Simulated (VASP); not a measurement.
Wanted: the native input for a VASP 6.6.1 run.

- Task: relaxation of cell and atoms
- Functional: r2SCAN
- Dispersion: rVV10
- Potentials or basis: VASP PAW PBE potentials, release 64 (Al, Ni)
- Cutoff: 600 eV
- k mesh: 14 × 14 × 14
- Occupations: methfessel-paxton, width 0.1 eV
- Spin: no spin polarisation
- Further INCAR settings: ALGO = Normal; EDIFF = 1e-06; IBRION = 2; EDIFFG = -0.01; NSW = 90; ISIF = 3

The structure of AlNi lies in POSCAR:

```
AlNi
1.0
    2.8810000000      0.0000000000      0.0000000000
    0.0000000000      2.8810000000      0.0000000000
    0.0000000000      0.0000000000      2.8810000000
Al Ni
1 1
Direct
    0.0000000000      0.0000000000      0.0000000000
    0.5000000000      0.5000000000      0.5000000000
```

One way to write it, as run:

INCAR

```
SYSTEM = AlNi
PREC = Accurate
ENCUT = 600
EDIFF = 1E-6
ISMEAR = 1
SIGMA = 0.1
LREAL = .FALSE.
LASPH = .TRUE.
NELM = 80
ALGO = Normal
ISIF = 3
LWAVE = .FALSE.
LCHARG = .FALSE.
METAGGA = R2SCAN
LMIXTAU = .TRUE.
LUSE_VDW = .TRUE.
IVDW_NL = 2
BPARAM = 11.95
CPARAM = 0.0093
IBRION = 2
NSW = 90
EDIFFG = -0.01
```

KPOINTS

```
regular mesh
0
G
  14 14 14
  0 0 0
```

Potentials or basis: VASP PAW PBE potentials, release 64 (Al, Ni).

The run is started by

```bash
$ cat potpaw_PBE.64/Al/POTCAR potpaw_PBE.64/Ni/POTCAR > POTCAR
$ mpirun -np 1 vasp_std > vasp.out
```

Results of the run:

| Property | Result |
| --- | --- |
| Relaxed volume | 11.66 Å³/atom |
| Relaxed cell | a = 2.857 Å, b = 2.857 Å, c = 2.857 Å, α = 90.00°, β = 90.00°, γ = 90.00° |
| Space group after relaxing (to 0.05 Å) | Pm-3m (No. 221) |
| Energy gained by relaxing | 4.3 meV/atom |
| Ionic steps | 4 |
| Pressure after relaxing | -0.1 GPa |
| Band gap on the k mesh | none (metal or under the smearing width) |

Caveat: the PAW data sets were made with another functional, which shifts forces and pressure a little.

Wall time 2 min on 1 thread of Intel(R) Xeon(R) 6975P-C (Granite Rapids), on a shared host, peak memory 0.25 GiB.
